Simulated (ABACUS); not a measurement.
# ZnS (Wurtzite-2H) (P6_3mc) in ABACUS: further runs

The runs below take ZnS (Wurtzite-2H) through single point, relaxation of cell and atoms, with r2SCAN.

Program: ABACUS 3.10.1. These are calculated values, not measurements. Logs are shortened: lines on timing, memory, paths and dates and some standing lists are left out, and cuts for length are marked.

**Experimental background.**

From a printed reference work, monograph, for a bulk crystal of ZnS at 4 K: band gap 3.911 eV (direct).

How close the calculation comes is told below.

**1. Starting point**

Symmetry: P6_3mc, No. 186, hexagonal system. Conventional cell: a = 3.811 Å, b = 3.811 Å, c = 6.234 Å, α = 90.00°, β = 90.00°, γ = 120.00°. Around Zn (site symmetry 3m) lie 4 S at 2.31 to 2.40 Å. S (site symmetry 3m) has 4 Zn at 2.31 to 2.40 Å as nearest neighbours.

**2. Single point, r2SCAN**

Contents of INPUT:

```
INPUT_PARAMETERS
suffix              ZnS
calculation         scf
basis_type          pw
pseudo_dir          ./
latname             hexagonal
symmetry            1
dft_functional      MGGA_X_R2SCAN+MGGA_C_R2SCAN
ecutwfc             97
pseudo_rcut         10
nspin               1
nbands              38
ks_solver           dav
smearing_method     fd
smearing_sigma      0.00367493
scf_thr             1e-08
scf_nmax            100
mixing_type         broyden
mixing_beta         0.7
cal_force           1
cal_stress          1
mixing_tau          1
out_chg             1
kpar                4
```

Contents of STRU:

```
ATOMIC_SPECIES
Zn 65.3800 Zn_ONCV_PBE-1.2.upf
S 32.0600 S_ONCV_PBE-1.2.upf

LATTICE_CONSTANT
7.2017462609

LATTICE_PARAMETERS
1.6357911309

ATOMIC_POSITIONS
Direct

Zn
0.0
2
0.6666666667 0.3333333333 0.5000000000 1 1 1
0.3333333333 0.6666666667 0.0000000000 1 1 1

S
0.0
2
0.6666666667 0.3333333333 0.8850000000 1 1 1
0.3333333333 0.6666666667 0.3850000000 1 1 1
```

Contents of KPT:

```
K_POINTS
0
Gamma
5 5 3 0 0 0
```

Potentials or basis: SG15 ONCV 1.2 PBE, plane waves.

On the command line:

```console
OMP_NUM_THREADS=1 mpirun -np 4 abacus > log
```

running log:

```text
ABACUS v3.10.1

               Atomic-orbital Based Ab-initio Computation at UStc

 ------------------------------------------------------------------------------------

 READING GENERAL INFORMATION
                           global_out_dir = OUT.ZnS/
                           global_in_card = INPUT
                               pseudo_dir = ./
                              orbital_dir =
                                    DSIZE = 4
                                    GSIZE = 1

 READING UNITCELL INFORMATION
                                    ntype = 2
                  lattice constant (Bohr) = 7.20175
              lattice constant (Angstrom) = 3.811

 READING ATOM TYPE 1
                               atom label = Zn
                      L=0, number of zeta = 1
                      L=1, number of zeta = 1
                      L=2, number of zeta = 1
             number of atom for this type = 2

 READING ATOM TYPE 2
                               atom label = S
                      L=0, number of zeta = 1
                      L=1, number of zeta = 1
                      L=2, number of zeta = 1
             number of atom for this type = 2

                        TOTAL ATOM NUMBER = 4
DIRECT COORDINATES
    atom                   x                   y                   z     mag                  vx                  vy                  vz
taud_Zn1            0.6666666667        0.3333333333        0.5000000000  0.0000        0.0000000000        0.0000000000        0.0000000000
taud_Zn2            0.3333333333        0.6666666667        0.0000000000  0.0000        0.0000000000        0.0000000000        0.0000000000
taud_S1            0.6666666667        0.3333333333        0.8850000000  0.0000        0.0000000000        0.0000000000        0.0000000000
taud_S2            0.3333333333        0.6666666667        0.3850000000  0.0000        0.0000000000        0.0000000000        0.0000000000

                          Volume (Bohr^3) = 529.142
                             Volume (A^3) = 78.4106

 Lattice vectors: (Cartesian coordinate: in unit of a_0)
                   +1                  +0                  +0
                 -0.5           +0.866025                  +0
                   +0                  +0            +1.63579
 Reciprocal vectors: (Cartesian coordinate: in unit of 2 pi/a_0)
                   +1            +0.57735                  -0
                   -0             +1.1547                  -0
                   +0                  -0           +0.611325
 The esolver type has been set to : ksdft_pw

                PAO radial cut off (Bohr) = 10

 Read in pseudopotential file is Zn_ONCV_PBE-1.2.upf
                     pseudopotential type = NC
          exchange-correlation functional = PBE
                 nonlocal core correction = 0
                        valence electrons = 20
                                     lmax = 2
                           number of zeta = 0
                     number of projectors = 6
                           L of projector = 0
                           L of projector = 0
                           L of projector = 1
                           L of projector = 1
                           L of projector = 2
[... 166 lines left out ...]
 projector 1 L=0
 projector 2 L=0
 projector 3 L=1
 projector 4 L=1
 projector 5 L=2
 projector 6 L=2
 S non-local projectors:
 projector 1 L=0
 projector 2 L=0
 projector 3 L=1
 projector 4 L=1
      TOTAL NUMBER OF NONLOCAL PROJECTORS = 52

 Init Non-Local PseudoPotential table :
 Init Non-Local-Pseudopotential done.

                                     npwx = 8593

 -------------------------------------------
 SELF-CONSISTENT
 -------------------------------------------
                                 init_chg = atomic

 PW ALGORITHM --------------- ION=   1  ELEC=   1--------------------------------

 Notice: Threshold on eigenvalues was too large.
 hsover_error=0.52 > DRHO=0.181969
 Origin diag ethr = 0.01
 New diag ethr = 0.000349941

 Density error is 0.1769913354
                          Error Threshold = 0.000349940868853
----------------------------------------------------------
     Energy           Rydberg                 eV
----------------------------------------------------------
 E_KohnSham     -841.8554176671      -11454.0305724424
 E_Harris       -848.8027928021      -11548.5544604217
 E_Fermi        0.5909331197         8.0400575655
----------------------------------------------------------
[... 75 lines left out ...]
 Density error is 6.98248483153e-09
                          Error Threshold = 2.8795859293e-11
----------------------------------------------------------
     Energy           Rydberg                 eV
----------------------------------------------------------
 E_KohnSham     -842.0231937154      -11456.3132826874
 E_KS(sigma->0) -842.0231937154      -11456.3132826874
 E_Harris       -842.0208163879      -11456.2809374876
 E_band         -97.2554113182       -1323.2277552617
 E_one_elec     -675.9908752289      -9197.3276991198
 E_Hartree      346.0209001383       4707.8558689696
 E_xc           -82.4381537683       -1121.6286238490
 E_Ewald        -429.6150648565      -5845.2128286882
 E_entropy(-TS) -0.0000000000        -0.0000000000
 E_descf        0.0000000000         0.0000000000
 E_exx          0.0000000000         0.0000000000
 E_Fermi        0.6494232082         8.8358560455
----------------------------------------------------------

 charge density convergence is achieved
 final etot is -11456.313283 eV
 EFERMI = 8.8358560455 eV

 STATE ENERGY(eV) AND OCCUPATIONS    NSPIN == 1
 1/3 kpoint (Cartesian) = 0.0000 0.0000 0.0000 (8593 pws)
       1       -121.376      0.0266667
       2       -121.374      0.0266667
       3       -74.3979      0.0266667
       4       -74.3979      0.0266667
       5       -74.3978      0.0266667
       6       -74.3978      0.0266667
[... 110 lines left out ...]
      37        20.0143        0.00000
      38        21.1405        0.00000

------------------------------------------------------------------------------------------
 TOTAL-FORCE (eV/Angstrom)
------------------------------------------------------------------------------------------
                       Zn1         0.0000000000         0.0000000000         0.3245226854
                       Zn2         0.0000000000         0.0000000000         0.3245226854
                        S1         0.0000000000         0.0000000000        -0.3245226854
                        S2         0.0000000000         0.0000000000        -0.3245226854
------------------------------------------------------------------------------------------

----------------------------------------------------------------
 TOTAL-STRESS (KBAR)
----------------------------------------------------------------
        15.8179206768         0.0000000000         0.0000000000
         0.0000000000        15.8179206768         0.0000000000
         0.0000000000        -0.0000000000        -5.6893982631
----------------------------------------------------------------
 TOTAL-PRESSURE: 8.648814 KBAR

 --------------------------------------------
 !FINAL_ETOT_IS -11456.3132826873934391 eV
 --------------------------------------------
```

It took 70 s on 4 MPI ranks of AMD EPYC 7R43 (Zen 3), shared host; peak memory 0.76 GiB.

Results:

| Property | Result |
| --- | --- |
| Free energy | -11456.3133 eV |
| Pressure | 0.9 GPa |
| Largest force | 0.325 eV/Å |
| Band gap on the k mesh | 2.76 eV, direct |

Forces on the atoms (eV/Å):
```
Zn   0.000  0.000  0.325
Zn   0.000  0.000  0.325
S    0.000  0.000 -0.325
S    0.000  0.000 -0.325
```

Stress tensor (GPa, compression positive):
```
 1.58  0.00  0.00
 0.00  1.58  0.00
 0.00  0.00 -0.57
```

Levels at points of the mesh, in eV from the valence-band top:
| k point | band 22 | band 23 | band 24 | band 25 | band 26 | band 27 | band 28 | band 29 | band 30 | band 31 |
| --- | --- | --- | --- | --- | --- | --- | --- | --- | --- | --- |
| (0.00, 0.00, 0.00) | -0.87 | -0.87 | -0.01 | -0.01 | 0.00 | 2.76 | 3.53 | 6.92 | 6.92 | 7.25 |

Caveat: the potentials were made for another functional, which shifts forces and pressure.

**3. Relaxation of cell and atoms, r2SCAN**

Changes to INPUT since step 2:

```diff
@@ -2,6 +2,5 @@
 suffix              ZnS
-calculation         scf
+calculation         cell-relax
 basis_type          pw
 pseudo_dir          ./
-latname             hexagonal
 symmetry            1
@@ -11,3 +10,3 @@
 nspin               1
-nbands              38
+nbands              32
 ks_solver           dav
@@ -22,3 +21,7 @@
 mixing_tau          1
-out_chg             1
+relax_nmax          60
+force_thr_ev        0.01
+relax_method        cg
+out_stru            1
+stress_thr          0.2
 kpar                4
```

Contents of STRU:

```
ATOMIC_SPECIES
Zn 65.3800 Zn_ONCV_PBE-1.2.upf
S 32.0600 S_ONCV_PBE-1.2.upf

LATTICE_CONSTANT
7.2017462609

LATTICE_VECTORS
1.0000000000 0.0000000000 0.0000000000
-0.5000000000 0.8660254038 0.0000000000
0.0000000000 0.0000000000 1.6357911309

ATOMIC_POSITIONS
Cartesian

Zn
0.0
2
0.5000000000 0.2886751346 0.8178955655 1 1 1
-0.0000000001 0.5773502692 0.0000000000 1 1 1

S
0.0
2
0.5000000000 0.2886751346 1.4476751509 1 1 1
-0.0000000001 0.5773502692 0.6297795854 1 1 1
```

KPT is that of step 2.

Potentials or basis: SG15 ONCV 1.2 PBE, plane waves.

On the command line:

```console
OMP_NUM_THREADS=1 mpirun -np 4 abacus > log
```

Run time: 7.9 min. Hardware: 4 MPI ranks of AMD EPYC 7R43 (Zen 3), shared host; peak memory 0.76 GiB.

Results (log left out):

```
Free energy                            : -11456.3366 eV
Relaxed volume                         : 19.77 Å³/atom
Relaxed cell                           : a = 3.820 Å, b = 3.820 Å, c = 6.258 Å, α = 90.00°, β = 90.00°, γ = 120.00°
Space group after relaxing (to 0.05 Å) : P6_3mc (No. 186)
Energy gained by relaxing              : 5.8 meV/atom
Ionic steps                            : 20
Pressure after relaxing                : 0.0 GPa
Band gap on the k mesh                 : 2.69 eV, direct
```

Step by step:
| step | energy change (eV) | largest force (eV/Å) | pressure (GPa) | volume (Å³) |
| --- | --- | --- | --- | --- |
| 1 | 0.0000 | 0.3255 | 0.82 | 78.41 |
| 2 | -0.0176 | 0.1336 | -0.44 | 79.59 |
| 3 | -0.0174 | 0.0736 | -0.53 | 79.68 |
| 4 | -0.0206 | 0.0084 | -0.08 | 79.21 |
| 5 | -0.0209 | 0.0103 | 0.03 | 79.08 |
| 6 | -0.0223 | 0.0032 | 0.03 | 79.06 |
| 7 | -0.0229 | 0.0482 | 0.06 | 79.01 |
| 8 | -0.0233 | 0.0298 | 0.02 | 79.07 |
| 9 | -0.0233 | 0.0018 | -0.04 | 79.11 |
| 10 | -0.0233 | 0.0066 | 0.02 | 79.07 |
| 11 | -0.0233 | 0.0070 | 0.02 | 79.06 |
| 12 | -0.0233 | 0.0489 | 0.00 | 79.07 |
| 13 | -0.0233 | 0.0343 | 0.01 | 79.06 |
| 14 | -0.0233 | 0.0165 | 0.00 | 79.07 |
| 15 | -0.0233 | 0.0335 | 0.02 | 79.07 |
| 16 | -0.0233 | 0.0027 | 0.01 | 79.07 |
| 17 | -0.0233 | 0.0027 | 0.01 | 79.07 |
| 18 | -0.0233 | 0.0038 | 0.01 | 79.07 |
| 19 | -0.0233 | 0.0301 | 0.00 | 79.08 |
| 20 | -0.0233 | 0.0017 | 0.00 | 79.08 |

Final structure:
```cif
data_structure
_symmetry_space_group_name_H-M 'P 1'
_symmetry_Int_Tables_number 1
_cell_length_a 3.8199
_cell_length_b 3.8199
_cell_length_c 6.2581
_cell_angle_alpha 90.000
_cell_angle_beta 90.000
_cell_angle_gamma 120.000
_cell_volume 79.08
loop_
_atom_site_label
_atom_site_type_symbol
_atom_site_fract_x
_atom_site_fract_y
_atom_site_fract_z
_atom_site_occupancy
Zn1 Zn 0.66667 0.33333 0.50523 1
Zn2 Zn 0.33333 0.66667 0.00522 1
S1 S 0.66667 0.33333 0.87977 1
S2 S 0.33333 0.66667 0.37977 1
```

Levels at points of the mesh, in eV from the valence-band top:
```csv
k point,band 23,band 24,band 25,band 26,band 27,band 28,band 29,band 30
"(0.00, 0.00, 0.00)",-0.90,-0.07,0.00,0.00,2.69,3.62,6.93,6.93
```

Caveat: the potentials were made for another functional, which shifts forces and pressure. Zero-point motion and thermal expansion aren't in these numbers.

**4. Against experiment**

Step 2. Measured gap of ZnS: 3.911 eV (direct; 4 K; a printed reference work, monograph). This calculation gives 2.76 eV (-1.15 eV). The value is that of r2SCAN, without temperature or zero-point motion.
